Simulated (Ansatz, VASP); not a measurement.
**BaHfO3: VASP beside Ansatz**

```
Ba Hf O
1.0
     4.17705    0.00000    0.00000
     0.00000    4.17705    0.00000
     0.00000    0.00000    4.17705
Ba Hf O
1 1 3
Direct
  0.50000 0.50000 0.99800
  0.00000 0.00000 0.49799
  0.00000 0.50000 0.49801
  0.50000 0.00000 0.49801
  0.00000 0.00000 0.99800
```

The cell comes from a database or a generator and needn't be the stable form of this composition.

Alike in both runs: task single point; functional PBE; k mesh 6 × 6 × 6; occupations fermi-dirac, width 0.02 eV; no spin polarisation.

|  | VASP | Ansatz |
| --- | --- | --- |
| version | VASP 6.6.1 | Ansatz 0.2.0 |
| potentials or method | VASP PAW PBE potentials, release 64 (Ba_sv, Hf_pv, O) | plane waves, PAW |
| plane-wave cutoff (eV) | 520 | 420 |
| valence electrons in the cell | 38 | 54 |

|  | VASP | Ansatz | Ansatz less VASP |
| --- | --- | --- | --- |
| gap on the k mesh at the Fermi level (eV) | 3.58 | 3.66 | +0.088 |
| pressure (GPa) | 2.9 | 3.4 | +0.53 |

The two sets of potentials don't hold the same shells in valence. Ansatz warned: «structure_snapped_to_symmetry».

Caveats: spin-orbit coupling is left out, which moves the levels of the heavy elements. A k mesh can miss the band edges.
